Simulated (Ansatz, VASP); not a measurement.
## Two plane-wave programs on InSb

The input INCAR:

```
ALGO     = Normal         # electronic algorithm
EDIFF    = 1E-6           # SCF threshold, eV
ENCUT    = 520            # plane-wave cutoff, eV
GGA      = PS             # functional
ISIF     = 2              # what is computed and relaxed
ISMEAR   = 0              # smearing method
LASPH    = True           # aspherical terms in the spheres
LCHARG   = False          # write CHGCAR
LREAL    = False          # projectors in reciprocal space
LWAVE    = False          # write WAVECAR
NBANDS   = 16             # bands
NELM     = 100            # most SCF steps
PREC     = Accurate       # precision mode
SIGMA    = 0.1            # smearing width, eV
```

File KPOINTS:

```
k-points
0
Gamma
  4 4 4
```

File POSCAR:

```
InSb
1.0
    0.0000000000      3.0735130000      3.0735130000
    3.0735130000      0.0000000000      3.0735130000
    3.0735130000      3.0735130000      0.0000000000
In Sb
1 1
Direct
    0.0000000000      0.0000000000      0.0000000000
    0.5000000000      0.5000000000      0.5000000000
```

Input for Ansatz:

```yaml
crystal:
  lattice:
    - [0.0, 3.073513, 3.073513]
    - [3.073513, 0.0, 3.073513]
    - [3.073513, 3.073513, 0.0]
  atoms:
    - { symbol: In, position: [0.0, 0.0, 0.0] }
    - { symbol: Sb, position: [0.5, 0.5, 0.5] }
  symmetry: { tolerance: 0.01 }
basis:
  ecutwfc: 420
kpoints:
  mp_grid: { grid: [4, 4, 4] }
hamiltonian:
  xc: pbesol
scf:
  occupations: { method: gaussian, width: 0.1 }
output:
  forces: true
  stress: true
  eigenvalues: true
```

Alike in both runs: task single point; functional PBEsol; k mesh 4 × 4 × 4; occupations gaussian, width 0.1 eV; no spin polarisation.

|  | VASP | Ansatz |
| --- | --- | --- |
| version | VASP 6.6.1 | Ansatz 0.2.0 |
| potentials or method | VASP PAW PBE potentials, release 64 (In_d, Sb) | scalar-relativistic, plane waves, PAW |
| plane-wave cutoff (eV) | 520 | 420 |
| valence electrons in the cell | 18 | 28 |

|  | VASP | Ansatz | Ansatz less VASP |
| --- | --- | --- | --- |
| gap on the k mesh at the Fermi level (eV) | none | none | - |
| pressure (GPa) | -0.9 | -0.9 | -0.01 |

A gap of «none» marks a metal or a gap that the smearing closes. The two sets of potentials don't hold the same shells in valence.

Caveats: the k mesh is coarse (spacing up to 0.44 Å⁻¹), so the values aren't converged; the PAW data sets were made with another functional, which shifts forces and pressure a little (VASP). The runs have no spin-orbit coupling, so splittings on Sb are missing.
